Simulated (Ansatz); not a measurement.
NaCl (rocksalt), relaxed with r2SCAN in the PAW code Ansatz: space group Fm-3m (No. 225), cubic; conventional cell a = 5.605 Å, 22.02 Å³ an atom. Na has 6 Cl at 2.80 Å; Cl has 6 Na at 2.80 Å. It was then strained (epitaxial in the xy plane), atoms relaxed again within the symmetry left. Unstrained, HSE06 gives 6.559 eV (Γ, 6×6×6 mesh), and the band edges keep their places in every row. The normal direction was relaxed to zero stress. Only one sign of strain is shown, since it lowers the symmetry, and equivalent edge states can then move with another slope on the other side. Stress is positive in compression. (Simulation; spin polarisation is off.)

Axes as in this cell:
```
CELL_PARAMETERS angstrom
0.00000 2.80270 2.80270
2.80270 0.00000 2.80270
2.80270 2.80270 0.00000
ATOMIC_POSITIONS crystal
Na 0.00000 0.00000 0.00000
Cl 0.50000 0.50000 0.50000
```

```
strain (%)        ε  ΔE_g, HSE06 (eV)  Δσ_xx, r2SCAN (GPa)  Δ(G0W0@PBE gap on 4×4×4)
      +0.5  +0.0050            -0.035                -0.32                    -0.032
      +1.0  +0.0100            -0.074                -0.63                    -0.069
      +2.0  +0.0200            -0.144                -1.16                    -0.134
      +4.0  +0.0400            -0.278                -2.02                    -0.255
```

(1) Fit ΔE_g = a x + b x² to these rows by least squares, with x = ε.

(2) Fit the change of σ_xx in the same way.

(3) Predict the withheld row at +3.0 % (x = +0.0300).

(4) Fit the last column too (unstrained value 7.959 eV), and predict it for the withheld row.

Results:

(1) The normal equations take Σx² = 2.125e-03, Σx³ = 7.313e-05, Σx⁴ = 2.731e-06, ΣxΔE = -1.492e-02 and Σx²ΔE = -5.107e-04, and give a = -7.43 eV, b = +12.0 eV; the largest residual is 0.002 eV.

(2) Δσ_xx = -66.1 x + (391) x² GPa. The slope, 66 GPa, is the biaxial modulus of the film.

(3) ΔE_g ≈ -7.43 × (+0.0300) + (12.0) × (+0.0300)² = -0.212 eV, and Δσ_xx ≈ -1.63 GPa. The runs give -0.212 eV and -1.62 GPa, off by 0.000 eV and +0.01 GPa.

(4) Δ = -6.97 x + (14.8) x² eV, which gives -0.196 eV at x = +0.0300; the run gives -0.196 eV. Its slope is 0.94 of HSE06's. G0W0 here is at a finite number of bands, screening cutoff and k mesh, not at the basis limit.

The meshes of the hybrids are coarse, so their gaps aren't converged to the digits shown.
